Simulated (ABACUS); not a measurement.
Write the native input for ABACUS 3.10.1 that does the following.

```
Task                                          : single point
Functional                                    : LDA-PW92
Potentials or basis                           : PseudoDojo NC SR 0.4.1 LDA stringent
Cutoff                                        : 1429 eV
Density cutoff                                : 5714 eV
Basis                                         : plane waves
k mesh                                        : 10 × 10 × 10
Occupations                                   : fermi-dirac, width 0.05 eV
Spin                                          : collinear spin, ferromagnetic start
Starting moments                              : [1.0] μB
Radial cutoff of the potentials (pseudo_rcut) : 10 bohr
SCF threshold on the density                  : 1e-08
Max SCF steps                                 : 100
Eigensolver                                   : dav
Mixing                                        : broyden
Mixing share                                  : 0.4
Symmetry key                                  : 1
```

Crystal: Ni.

```
CELL_PARAMETERS angstrom
-1.73757 0.00000 1.73757
0.00000 1.73757 1.73757
-1.73757 1.73757 0.00000
ATOMIC_POSITIONS crystal
Ni 0.00000 0.00000 0.00000
```

One way to write it, as run:

INPUT

```
INPUT_PARAMETERS
suffix              Ni
calculation         scf
basis_type          pw
pseudo_dir          ./
latname             fcc
symmetry            1
dft_functional      LDA_X+LDA_C_PW
ecutwfc             105
pseudo_rcut         10
nspin               2
nbands              20
ks_solver           dav
smearing_method     fd
smearing_sigma      0.00367493
scf_thr             1e-08
scf_nmax            100
mixing_type         broyden
mixing_beta         0.4
cal_force           1
cal_stress          1
out_chg             1
out_pot             2
out_elf             1
```

STRU

```
ATOMIC_SPECIES
Ni 58.6934 Ni.upf

LATTICE_CONSTANT
6.5670739299

ATOMIC_POSITIONS
Direct

Ni
0.0
1
0.0000000000 0.0000000000 0.0000000000 1 1 1 mag 1
```

KPT

```
K_POINTS
0
Gamma
10 10 10 0 0 0
```

Potentials or basis: PseudoDojo NC SR 0.4.1 LDA stringent, plane waves.

Run with:

```bash
$ OMP_NUM_THREADS=1 mpirun -np 4 abacus > log
```

It gave:

```json
{
  "Pressure": "-9.6 GPa",
  "Band gap on the k mesh": "none (metal or under the smearing width)",
  "Net moment": "0.70 μB per cell",
  "Absolute moment": "0.76 μB per cell"
}
```

It took 6.8 s on 4 MPI ranks on AMD EPYC 9R45 96-Core Processor (Zen 5) (shared host), peak memory 0.24 GiB a rank.
